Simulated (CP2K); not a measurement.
## Si: single point with revPBE+D4

The system is Si.

```
Si
1.0
     2.62054    0.00000    0.00000
    -1.31027    2.26946    0.00000
     0.00000    0.00000    2.46635
Si
1
Direct
  0.00000 0.00000 0.00000
```

This isn't the form of Si at room conditions, which is diamond.

```yaml
Program: CP2K 2026.2
Task: single point
Functional: revPBE
Dispersion: D4
Potentials_or_basis: POTENTIAL_UZH Si GTH-PBE-q4; TZVP-MOLOPT-PBE-GTH basis
Density_cutoff: 6123 eV
k_mesh: 12 × 12 × 11
Occupations: gaussian, width 0.05 eV
Spin: no spin polarisation
SCF_solver: diagonalisation with k points
Quickstep_method: GPW
EPS_DEFAULT: 1.0E-10
EPS_SCF: 1.0E-6
MAX_SCF: 100
SCF_GUESS: ATOMIC
k_points_reduced_by_the_point_group: yes
Mesh_centred_on_Gamma: yes
CHOLESKY: OFF
EPS_EIGVAL: 1.0E-7
MIXING_METHOD: BROYDEN_MIXING
MIXING_ALPHA: 0.4
NBUFFER: 8
NGRIDS: 4
Basis_sets: Si TZVP-MOLOPT-PBE-GTH-q4
Potentials: Si GTH-PBE-q4 of POTENTIAL_UZH
ADDED_MOS: "[8]"
REL_CUTOFF_Ry: 60 Ry
MIXING_BETA_1/bohr: 1.5 1/bohr
CUTOFF_of_the_grids: 450 Ry
Cutoff_radius_of_the_dispersion_sum_A: 20
```

```
Pressure               : -5.7 GPa
Band gap on the k mesh : none (metal or under the smearing width)
```

Stress tensor (GPa, compression positive):
```
-7.15  0.00  0.00
 0.00 -7.15  0.00
 0.00  0.00 -2.76
```

Levels at points of the mesh, in eV from the Fermi level:
```tsv
k point	band 1	band 2	band 3	band 4	band 5	band 6
(0.00, 0.00, 0.00)	-14.14	7.95	8.05	10.37	10.37	13.43
(0.00, 0.50, 0.00)	-7.64	-6.82	5.22	7.06	12.85	16.79
```

It took 52 s on 1 thread of Arm Neoverse V1, with other jobs on the host, peak memory 0.21 GiB.

Caveat: the potentials were made for another functional, which shifts forces and pressure; the basis of atomic orbitals isn't converged, which shifts pressures, moduli and gaps; pairwise dispersion overbinds metals, which lowers pressure and volume.
